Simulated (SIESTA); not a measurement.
## Tl under changes of volume

One of the cells (29.146 Å³/atom); the others are scaled copies at fixed shape and fractional positions:

```
Tl
1.0
     3.47889    0.00000    0.00000
    -1.73944    3.01281    0.00000
     0.00000    0.00000    5.56159
Tl
2
Direct
  0.66667 0.33333 0.75000
  0.33333 0.66667 0.25000
```

| Property | Result |
| --- | --- |
| Program | SIESTA 5.4.2 |
| Functional | PBEsol |
| Potentials or basis | PseudoDojo 0.4 standard (PBEsol files) |
| Basis | DZP (energy shift 0.003 Ry; two zetas on semicore shells) |
| Grid cutoff | 500 Ry |
| Energy shift | 0.003 Ry |
| k mesh | 9 × 9 × 5 |
| Occupations | fermi-dirac, width 0.05 eV |
| Spin | no spin polarisation |

```tsv
volume (Å³/atom)	energy over the lowest point (meV/atom)	pressure (GPa)
26.860	14.97	3.1
27.432	5.96	2.0
28.003	?	?
29.146	0.00	-0.6
29.718	3.48	-1.3
30.289	9.11	-1.8
```

**Question.** What does the run at 28.003 Å³/atom give?

**Answer.** Energy over the lowest point 0.74 meV/atom; pressure 1.0 GPa.

Worked out: A Birch-Murnaghan fit of order 3 (a polynomial in V^(-2/3)) to the other rows has its minimum at 28.64 Å³/atom with B0 = V·E''(V) = 40 GPa and B' = 6.4 at fixed shape and positions, which overstates the stiffness. It gives 0.81 meV/atom at 28.003 Å³/atom, against the run's 0.74, and -dE/dV = 1.0 GPa, against 1.0.

Energies are extrapolated to zero smearing.

Caveats: the basis of atomic orbitals isn't converged, which shifts pressures, moduli and gaps.
